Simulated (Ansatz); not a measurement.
Computed with Ansatz 0.2.0, DFT PBE, scalar-relativistic, plane waves, PAW. All cells share a 420 eV cutoff and Γ-centred k meshes spaced at most about 0.3 Å⁻¹ (about 0.25 or finer for metals, 2π included). Spin is collinear in cells that carry moments; the others ran without spin or lost their moments.

Each guess is relaxed in cell and atoms at zero pressure, on a coarse mesh first where it starts far from rest and then on a converged one. The steps can't lower the symmetry of the start, but it can rise. Energies are static (0 K, no zero-point motion).

Two unrelaxed guesses for NiO:

A. (collinear spin from parallel moments)

```
Ni O
1.0
     0.00000    2.06217    2.06217
     2.06217    0.00000    2.06217
     2.06217    2.06217    0.00000
Ni O
1 1
Direct
  0.00000 0.00000 0.00000
  0.75000 0.75000 0.75000
```

B. (collinear spin from parallel moments)

```
Ni O
1.0
     2.72818    0.00000    0.00000
     0.00000    2.72818    0.00000
     0.00000    0.00000    2.82944
Ni O
1 1
Direct
  0.00000 0.00000 0.55754
  0.50000 0.50000 0.92341
```

Question: Do they relax into the same structure? If not, which is lower?

Answer: No. A ends lower, by 131 meV/atom. A: F-43m at 8.8 Å³/atom → F-43m (zinc blende type) at 11.2 Å³/atom; B: P4mm at 10.5 Å³/atom → P4/mmm at 11.7 Å³/atom. Counting O atoms around Ni (those within 1.25 times the shortest such distance or 1.15 times the sum of covalent radii), the end of A and the end of B both have Ni 4. End of A. Conventional cell: a = 4.481 Å. Ni is surrounded by 4 O at 1.94 Å; O is surrounded by 4 Ni at 1.94 Å. End of B. Conventional cell: a = 2.688 Å, c = 3.240 Å. Around Ni lie 4 O at 1.90 Å; O has 4 Ni at 1.90 Å.

Cells without such a test can be saddle points. Shaken at random and relaxed again, the end of B falls into a cell with space group Pmma (No. 51), 76 meV/atom lower, so it is a saddle point or a shallow minimum. Neither end is the lowest form computed: that has space group P4_2/mmc (No. 131) and lies 274 meV/atom below the better end. No dispersion correction is applied, so the spacing and binding between layers, chains or molecules are poorly described (P4/mmm), and this can change margins and order among such cells. In such compounds of Ni a zero gap at this level may well be an artefact, since no Hubbard U is applied. The magnetic state reached may not be the lowest. Some types were kept out of the candidates beforehand, so the set may lack a known form.
